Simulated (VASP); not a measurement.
# Mo (Im-3m) in VASP: further runs

Aim: see how the results for Mo move with the level of theory and the settings. Levels: PBEsol, LDA, PBE, PBE+D3(BJ). Tasks: relaxation of cell and atoms.

Program: VASP 6.6.1. These are calculated values, not measurements. Logs are shortened: lines on timing, memory, paths and dates and some standing lists are left out, and cuts for length are marked.

## 1. The structure

It takes space group Im-3m (No. 229, cubic). Conventional cell: a = 3.168 Å, b = 3.168 Å, c = 3.168 Å, α = 90.00°, β = 90.00°, γ = 90.00°. Mo (site symmetry m-3m) is surrounded by 8 Mo at 2.74 Å.

## 2. Relaxation of cell and atoms, PBEsol

Contents of INCAR:

```
PREC = Accurate
ENCUT = 600
EDIFF = 1E-7
ISMEAR = 0
SIGMA = 0.1
LREAL = F
LASPH = T
NELM = 80
ALGO = Fast
ISIF = 3
LWAVE = F
LCHARG = F
GGA = PS
IBRION = 2
NSW = 90
EDIFFG = -0.005
```

Contents of KPOINTS:

```
regular mesh
0
Gamma
  18 18 18
```

Contents of POSCAR:

```
Mo
1.0
   -1.5838089700      1.5838089700      1.5838089700
    1.5838089700     -1.5838089700      1.5838089700
    1.5838089700      1.5838089700     -1.5838089700
Mo
1
Direct
    0.0000000000      0.0000000000      0.0000000000
```

Potentials or basis: VASP PAW PBE potentials, release 64 (Mo_sv).

Started as:

```console
$ cat potpaw_PBE.64/Mo_sv/POTCAR > POTCAR
$ mpirun -np 1 vasp_std > vasp.out
```

OUTCAR:

```text
PREC = Accurate
   ENCUT = 600
   EDIFF = 1E-7
   ISMEAR = 0
   LREAL = F
   LASPH = T
   NELM = 80
   ISIF = 3
   GGA = PS
   IBRION = 2
   NSW = 90
   EDIFFG = -0.005

 ion  position               nearest neighbor table
   1  0.000  0.000  0.000-

  LATTYP: Found a body centered cubic cell.
 ALAT       =     3.1676179400

  Lattice vectors:

 A1 = (  -1.5838089700,   1.5838089700,   1.5838089700)
 A2 = (   1.5838089700,  -1.5838089700,   1.5838089700)
 A3 = (   1.5838089700,   1.5838089700,  -1.5838089700)

Analysis of symmetry for initial positions (statically):
=====================================================================
 Subroutine PRICEL returns:
 Original cell was already a primitive cell.

 Routine SETGRP: Setting up the symmetry group for a
 body centered cubic supercell.

 Subroutine GETGRP returns: Found 48 space group operations
 (whereof 48 operations were pure point group operations)
 out of a pool of 48 trial point group operations.

The static configuration has the point symmetry O_h .

Analysis of symmetry for dynamics (positions and initial velocities):
=====================================================================
 Subroutine PRICEL returns:
 Original cell was already a primitive cell.

 Routine SETGRP: Setting up the symmetry group for a
 body centered cubic supercell.

 Subroutine GETGRP returns: Found 48 space group operations
 (whereof 48 operations were pure point group operations)
 out of a pool of 48 trial point group operations.

The dynamic configuration has the point symmetry O_h .

 Subroutine INISYM returns: Found 48 space group operations
 (whereof 48 operations are pure point group operations),
 and found     1 'primitive' translations

----------------------------------------------------------------------------------------

                                     Primitive cell

  volume of cell :      15.8916

  direct lattice vectors                    reciprocal lattice vectors
    -1.583808970  1.583808970  1.583808970     0.000000000  0.315694638  0.315694638
     1.583808970 -1.583808970  1.583808970     0.315694638  0.000000000  0.315694638
     1.583808970  1.583808970 -1.583808970     0.315694638  0.315694638  0.000000000

  length of vectors
     2.743237606  2.743237606  2.743237606     0.446459639  0.446459639  0.446459639

  position of ions in fractional coordinates (direct lattice)
     0.000000000  0.000000000  0.000000000

  ion indices of the primitive-cell ions
   primitive index   ion index
                 1           1

----------------------------------------------------------------------------------------

 KPOINTS: regular mesh

Automatic generation of k-mesh.
 Grid dimensions read from file:
 generate k-points for:   18   18   18

 Generating k-lattice:

  Cartesian coordinates                     Fractional coordinates (reciprocal lattice)
     0.000000000  0.017538591  0.017538591     0.055555556  0.000000000  0.000000000
     0.017538591  0.000000000  0.017538591     0.000000000  0.055555556  0.000000000
     0.017538591  0.017538591  0.000000000     0.000000000  0.000000000  0.055555556

  Length of vectors
     0.024803313  0.024803313  0.024803313

  Shift w.r.t. Gamma in fractional coordinates (k-lattice)
     0.000000000  0.000000000  0.000000000

 Subroutine IBZKPT returns following result:
 ===========================================

 Found    195 irreducible k-points:

 Following reciprocal coordinates:
            Coordinates               Weight
  0.000000  0.000000  0.000000      1.000000
  0.055556  0.000000  0.000000     12.000000
  0.111111  0.000000  0.000000     12.000000
  0.166667  0.000000  0.000000     12.000000
  0.222222  0.000000  0.000000     12.000000
  0.277778  0.000000  0.000000     12.000000
[... 16 lines left out ...]
  0.333333  0.111111  0.000000     48.000000
  0.388889  0.111111 -0.000000     48.000000
 [... further k-points ...]
   k-points           NKPTS =    195   k-points in BZ     NKDIM =    195   number of bands    NBANDS=     11
   number of dos      NEDOS =    301   number of ions     NIONS =      1
   total plane-waves  NPLWV =  13824
   dimension x,y,z NGX =    24 NGY =   24 NGZ =   24
   dimension x,y,z NGXF=    48 NGYF=   48 NGZF=   48
   ions per type =               1
   NGX,Y,Z   is equivalent  to a cutoff of  14.54, 14.54, 14.54 a.u.
   NGXF,Y,Z  is equivalent  to a cutoff of  29.09, 29.09, 29.09 a.u.
 SYSTEM =  unknown system
   PREC   = accura    normal or accurate (medium, high low for compatibility)
   ISTART =      0    job   : 0-new  1-cont  2-samecut
   ICHARG =      2    charge: 1-file 2-atom 10-const
   ISPIN  =      1    spin polarized calculation?
   LNONCOLLINEAR =      F non collinear calculations
   LSORBIT =      F    spin-orbit coupling
   LASPH  =      T    aspherical Exc in radial PAW
   ENCUT  =  600.0 eV  44.10 Ry    6.64 a.u.   5.48  5.48  5.48*2*pi/ulx,y,z
[... 54 lines left out ...]

------------------------ aborting loop because EDIFF is reached ----------------------------------------

  FORCE on cell =-STRESS in cart. coord.  units (eV):
  Direction    XX          YY          ZZ          XY          YZ          ZX
  --------------------------------------------------------------------------------------
  -------------------------------------------------------------------------------------
  Total       -0.9040471     -0.9040471     -0.9040471      0.0000000      0.0000000      0.0000000
  in kB      -91.1450871    -91.1450871    -91.1450871      0.0000000      0.0000000      0.0000000
  external PRESSURE =     -91.1450871 kB  Pullay stress =       0.0000000 kB

 VOLUME and BASIS-vectors are now :
 -----------------------------------------------------------------------------
  energy-cutoff  :      600.00
  volume of cell :       15.89
      direct lattice vectors                 reciprocal lattice vectors
    -1.583808970  1.583808970  1.583808970     0.000000000  0.315694638  0.315694638
     1.583808970 -1.583808970  1.583808970     0.315694638  0.000000000  0.315694638
     1.583808970  1.583808970 -1.583808970     0.315694638  0.315694638  0.000000000
[... 71 lines left out ...]
 POSITION                                       TOTAL-FORCE (eV/Angst)
 -----------------------------------------------------------------------------------
      0.00000     -0.00000      0.00000         0.000000      0.000000     -0.000000
 -----------------------------------------------------------------------------------
    total drift:                                0.000000      0.000000     -0.000000

  FREE ENERGIE OF THE ION-ELECTRON SYSTEM (eV)
  ---------------------------------------------------
  free  energy   TOTEN  =       -11.7787244223 eV

  energy  without entropy=      -11.7763811906  energy(sigma->0) =      -11.77755281

--------------------------------------- Ionic step        4  -------------------------------------------

 number of electron      14.0000001 magnetization

 Free energy of the ion-electron system (eV)
  ---------------------------------------------------
  ext. energy  EPLUGINS =         0.00000000
  ---------------------------------------------------
  free energy    TOTEN  =       -11.77875088 eV

  energy without entropy =      -11.77641983  energy(sigma->0) =      -11.77758536

 E-fermi :  12.7779     XC(G=0): -13.6314

 val. band max:       12.7770937475   @ k =  -0.3889   0.4444   0.2778
 cond. band min:      12.7801202010   @ k =   0.3889   0.1111  -0.0000
 fundamental gap:      0.0030264535
 Fermi energy:        12.7778745174

 k-point     1 :       0.0000    0.0000    0.0000
  band No.  band energies     occupation
      1     -48.4374      2.00000
      2     -21.6819      2.00000
      3     -21.6819      2.00000
      4     -21.6819      2.00000
      5       5.4149      2.00000
      6      11.3567      2.00000
      7      11.3567      2.00000
      8      11.3567      2.00000
      9      14.4394      0.00000
     10      14.4394      0.00000
     11      27.5941      0.00000

 k-point     2 :       0.0556    0.0000    0.0000
  band No.  band energies     occupation
      1     -48.4290      2.00000
      2     -21.7303      2.00000
      3     -21.6967      2.00000
      4     -21.6823      2.00000
      5       5.5554      2.00000
      6      11.2764      2.00000
      7      11.3438      2.00000
      8      11.4887      2.00000
      9      14.3185      0.00000
     10      14.4412      0.00000
     11      27.7024      0.00000
[... 295 lines left out ...]
 k-point    24 :       0.3889    0.1111   -0.0000
  band No.  band energies     occupation
      1     -48.1503      2.00000
      2     -23.0829      2.00000
      3     -22.1984      2.00000
      4     -21.7599      2.00000
      5       7.7222      2.00000
      6       9.4234      2.00000
      7      12.7801      0.97466
      8      14.3552      0.00000
      9      15.5297      0.00000
     10      18.3109      0.00000
     11      24.6992      0.00000

 [... further k-points ...]

------------------------ aborting loop because EDIFF is reached ----------------------------------------

  FORCE on cell =-STRESS in cart. coord.  units (eV):
  Direction    XX          YY          ZZ          XY          YZ          ZX
  --------------------------------------------------------------------------------------
  -------------------------------------------------------------------------------------
  Total       -0.0044111     -0.0044111     -0.0044111      0.0000000      0.0000000     -0.0000000
  in kB       -0.4604092     -0.4604092     -0.4604092      0.0000000      0.0000000     -0.0000000
  external PRESSURE =      -0.4604092 kB  Pullay stress =       0.0000000 kB

 VOLUME and BASIS-vectors are now :
 -----------------------------------------------------------------------------
  energy-cutoff  :      600.00
  volume of cell :       15.35
      direct lattice vectors                 reciprocal lattice vectors
    -1.565611208  1.565611208  1.565611208     0.000000000  0.319364091  0.319364091
     1.565611208 -1.565611208  1.565611208     0.319364091  0.000000000  0.319364091
     1.565611208  1.565611208 -1.565611208     0.319364091  0.319364091  0.000000000

 POSITION                                       TOTAL-FORCE (eV/Angst)
 -----------------------------------------------------------------------------------
      0.00000      3.13122      0.00000        -0.000000      0.000000     -0.000000
 -----------------------------------------------------------------------------------
    total drift:                               -0.000000     -0.000000      0.000000

  FREE ENERGIE OF THE ION-ELECTRON SYSTEM (eV)
  ---------------------------------------------------
  free  energy   TOTEN  =       -11.7787508791 eV

  energy  without entropy=      -11.7764198345  energy(sigma->0) =      -11.77758536

 reached required accuracy - stopping structural energy minimisation
```

It took 68 s on 1 thread of Intel Xeon Platinum 8488C (Sapphire Rapids), shared host; peak memory 0.18 GiB.

What came out:

* Free energy: -11.7788 eV
* Relaxed volume: 15.35 Å³/atom
* Relaxed cell: a = 2.712 Å, b = 2.712 Å, c = 2.712 Å, α = 109.47°, β = 109.47°, γ = 109.47°
* Space group after relaxing (to 0.05 Å): Im-3m (No. 229)
* Energy gained by relaxing: 16.0 meV/atom
* Ionic steps: 4
* Pressure after relaxing: 0.0 GPa
* Band gap on the k mesh: none (metal or under the smearing width)

Step by step:
```
step  energy change (eV)  largest force (eV/Å)  pressure (GPa)  volume (Å³)
   1              0.0000                0.0000           -9.11        15.89
   2              0.1270                0.0000           34.60        13.90
   3             -0.0160                0.0000           -0.39        15.37
   4             -0.0160                0.0000           -0.05        15.35
```

Final structure:
```
Mo
1.0
    -1.56561    1.56561    1.56561
     1.56561   -1.56561    1.56561
     1.56561    1.56561   -1.56561
Mo
1
Cartesian
  0.0000 3.1312 0.0000
```

Levels at points of the mesh, in eV from the Fermi level:
```
           k point  band 3  band 4  band 5  band 6  band 7  band 8  band 9  band 10  band 11
(0.00, 0.00, 0.00)  -34.46  -34.46   -7.36   -1.42   -1.42   -1.42    1.66     1.66    14.82
(0.50, 0.00, 0.00)  -34.93  -34.47   -5.48   -3.52    1.66    1.71    2.35     4.89    11.95
(0.50, 0.50, 0.50)  -35.49  -35.49   -5.63   -5.63    4.10    4.10    4.10     9.14     9.14
```

Caveat: the PAW data sets were made with another functional, which shifts forces and pressure a little.

## 3. Relaxation of cell and atoms, LDA

INCAR, as its differences from that of step 2:

```diff
@@ -12,3 +12,3 @@
 LCHARG = F
-GGA = PS
+GGA = CA
 IBRION = 2
```

KPOINTS is that of step 2.

POSCAR is that of step 2.

Potentials or basis: VASP PAW LDA potentials, release 64 (Mo_sv).

Started as:

```console
$ cat potpaw_LDA.64/Mo_sv/POTCAR > POTCAR
$ mpirun -np 1 vasp_std > vasp.out
```

Run time: 86 s. Hardware: 1 thread of Intel Xeon Platinum 8488C (Sapphire Rapids), shared host; peak memory 0.17 GiB.

The run converged. Its results:

| Property | Result |
| --- | --- |
| Free energy | -12.1310 eV |
| Relaxed volume | 15.12 Å³/atom |
| Relaxed cell | a = 2.698 Å, b = 2.698 Å, c = 2.698 Å, α = 109.47°, β = 109.47°, γ = 109.47° |
| Space group after relaxing (to 0.05 Å) | Im-3m (No. 229) |
| Energy gained by relaxing | 33.0 meV/atom |
| Ionic steps | 7 |
| Pressure after relaxing | 0.0 GPa |
| Band gap on the k mesh | none (metal or under the smearing width) |

The path:
```tsv
step	energy change (eV)	largest force (eV/Å)	pressure (GPa)	volume (Å³)
1	0.0000	0.0000	-13.12	15.89
2	0.2911	0.0000	57.46	13.08
3	-0.0329	0.0000	-0.96	15.17
4	-0.0330	0.0000	-0.09	15.13
5	-0.0330	0.0000	0.15	15.11
6	-0.0330	0.0000	-0.37	15.14
7	-0.0330	0.0000	0.00	15.12
```

Final structure:
```xyz
1
Lattice="-1.5578 1.5578 1.5578 1.5578 -1.5578 1.5578 1.5578 1.5578 -1.5578" Properties=species:S:1:pos:R:3 pbc="T T T"
Mo    0.0000    0.0000    0.0000
```

Levels at points of the mesh, in eV from the Fermi level:
```
           k point  band 4  band 5  band 6  band 7  band 8  band 9  band 10  band 11
(0.00, 0.00, 0.00)  -34.34   -7.36   -1.47   -1.47   -1.47    1.65     1.65    14.84
(0.50, 0.00, 0.00)  -34.35   -5.57   -3.61    1.71    1.78    2.36     4.98    12.00
(0.50, 0.50, 0.50)  -35.42   -5.76   -5.76    4.17    4.17    4.17     9.28     9.28
```

## 4. Relaxation of cell and atoms, PBE

INCAR, as its differences from that of step 3:

```diff
@@ -12,3 +12,3 @@
 LCHARG = F
-GGA = CA
+GGA = PE
 IBRION = 2
```

KPOINTS is that of step 3.

POSCAR is that of step 3.

Potentials or basis: VASP PAW PBE potentials, release 64 (Mo_sv).

Started as:

```console
$ cat potpaw_PBE.64/Mo_sv/POTCAR > POTCAR
$ mpirun -np 1 vasp_std > vasp.out
```

Run time: 51 s. Hardware: 1 thread of Intel Xeon Platinum 8488C (Sapphire Rapids), shared host; peak memory 0.17 GiB.

It converged, with:

```yaml
Free_energy: -10.9352 eV
Relaxed_volume: 15.81 Å³/atom
Relaxed_cell: a = 2.738 Å, b = 2.738 Å, c = 2.738 Å, α = 109.47°, β = 109.47°, γ = 109.47°
Space_group_after_relaxing_to_0.05_Å: Im-3m (No. 229)
Energy_gained_by_relaxing: 0.4 meV/atom
Ionic_steps: 3
Pressure_after_relaxing: 0.0 GPa
Band_gap_on_the_k_mesh: none (metal or under the smearing width)
```

Step by step:
```csv
step,energy change (eV),largest force (eV/Å),pressure (GPa),volume (Å³)
1,0.0000,0.0000,-1.35,15.89
2,0.0022,0.0000,3.80,15.59
3,-0.0004,0.0000,-0.03,15.81
```

Final structure:
```
Mo
1.0
    -1.58103    1.58103    1.58103
     1.58103   -1.58103    1.58103
     1.58103    1.58103   -1.58103
Mo
1
Direct
  0.00000 0.00000 0.00000
```

Levels at points of the mesh, in eV from the Fermi level:
```
           k point  band 3  band 4  band 5  band 6  band 7  band 8  band 9  band 10  band 11
(0.00, 0.00, 0.00)  -34.59  -34.59   -7.22   -1.36   -1.36   -1.36    1.62     1.62    14.80
(0.50, 0.00, 0.00)  -35.02  -34.60   -5.27   -3.37    1.57    1.65    2.27     4.65    11.92
(0.50, 0.50, 0.50)  -35.52  -35.52   -5.37   -5.37    3.90    3.90    3.90     8.96     8.96
```

## 5. Relaxation of cell and atoms, PBE+D3(BJ)

INCAR, as its differences from that of step 4:

```diff
@@ -13,2 +13,3 @@
 GGA = PE
+IVDW = 12
 IBRION = 2
```

KPOINTS is that of step 4.

POSCAR is that of step 4.

Started as:

```console
$ cat potpaw_PBE.64/Mo_sv/POTCAR > POTCAR
$ mpirun -np 1 vasp_std > vasp.out
```

Wall time 86 s (1 thread of Intel Xeon Platinum 8488C (Sapphire Rapids), shared host); peak memory 0.2 GiB.

Results (log left out):

```yaml
Free_energy: -11.6514 eV
Relaxed_volume: 15.36 Å³/atom
Relaxed_cell: a = 2.712 Å, b = 2.712 Å, c = 2.712 Å, α = 109.47°, β = 109.47°, γ = 109.47°
Space_group_after_relaxing_to_0.05_Å: Im-3m (No. 229)
Energy_gained_by_relaxing: 15.0 meV/atom
Ionic_steps: 7
Pressure_after_relaxing: 0.0 GPa
Band_gap_on_the_k_mesh: none (metal or under the smearing width)
Dispersion_energy_per_atom: -0.727 eV
```

The path:
```csv
step,energy change (eV),largest force (eV/Å),pressure (GPa),volume (Å³)
1,0.0000,0.0000,-8.76,15.89
2,0.1134,0.0000,32.30,13.98
3,-0.0149,0.0000,-0.33,15.38
4,-0.0150,0.0000,-0.07,15.37
5,-0.0150,0.0000,0.12,15.36
6,-0.0150,0.0000,-0.30,15.38
7,-0.0150,0.0000,0.01,15.36
```

Final structure:
```yaml
crystal:
  lattice:
    - [-1.56600, 1.56600, 1.56600]
    - [1.56600, -1.56600, 1.56600]
    - [1.56600, 1.56600, -1.56600]
  atoms:
    - { symbol: Mo, position: [0.00000, 0.00000, 0.00000] }
```

Levels at points of the mesh, in eV from the Fermi level:
```
           k point  band 4  band 5  band 6  band 7  band 8  band 9  band 10  band 11
(0.00, 0.00, 0.00)  -34.53   -7.32   -1.42   -1.42   -1.42    1.67     1.67    14.83
(0.50, 0.00, 0.00)  -34.55   -5.45   -3.51    1.67    1.71    2.35     4.84    11.97
(0.50, 0.50, 0.50)  -35.55   -5.60   -5.60    4.06    4.06    4.06     9.18     9.18
```

Caveat: pairwise dispersion overbinds metals, which lowers pressure and volume.

## 6. Overview

```tsv
level	potentials or basis	gap on the mesh (eV)	pressure (GPa)	relaxed volume (Å³/atom)
PBEsol	VASP PAW PBE potentials, release 64 (Mo_sv)	none	0.0	15.35
LDA	VASP PAW LDA potentials, release 64 (Mo_sv)	none	0.0	15.12
PBE	VASP PAW PBE potentials, release 64 (Mo_sv)	none	0.0	15.81
PBE+D3(BJ)	VASP PAW PBE potentials, release 64 (Mo_sv)	none	0.0	15.36
```

Alike in all rows: task relaxation of cell and atoms; no spin polarisation; cell relaxed; k mesh 18 × 18 × 18; cutoff (eV) 600; smearing gaussian 0.1 eV.

Caveats: the PAW data sets were made with another functional, which shifts forces and pressure a little (some runs); pairwise dispersion overbinds metals, which lowers pressure and volume (some runs).

Total energies depend on the potentials used, so only differences within one code and one set of settings carry meaning.
